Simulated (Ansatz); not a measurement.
Here is the system:

ZnTe (zinc blende, F-43m), a = b = c = 6.0658 Å, α = β = γ = 90.00°; the cell used has 2 atoms.

This is the PBEsol-relaxed structure.

Task: All from the program Ansatz at the PBEsol level (PAW), unless another level is named. Estimate the gap with spin–orbit coupling.

Result: 0.96 eV.

Task: Predict the electron effective mass with spin–orbit coupling.

Result: 0.076 mₑ (isotropic).

Task: Next, the hole effective mass, band 1 of 3 at the edge?

Result: 0.44 along [100], 2.7 along [110], 0.99 along [111] (mₑ).

Task: And the HSE06 gap on the PBEsol cell?

Result: 2.37 eV.

Task: Predict the weight of the valence-edge state by species (Voronoi cells).

Result: Te 77 %, Zn 23 %.

Task: Give the valence-band maximum.

Result: at Γ.

The cell was relaxed with PBEsol under the symmetry of its start. Spin–orbit coupling is left out wherever it is not named.

Potentials: the later of the program's two PAW sets.
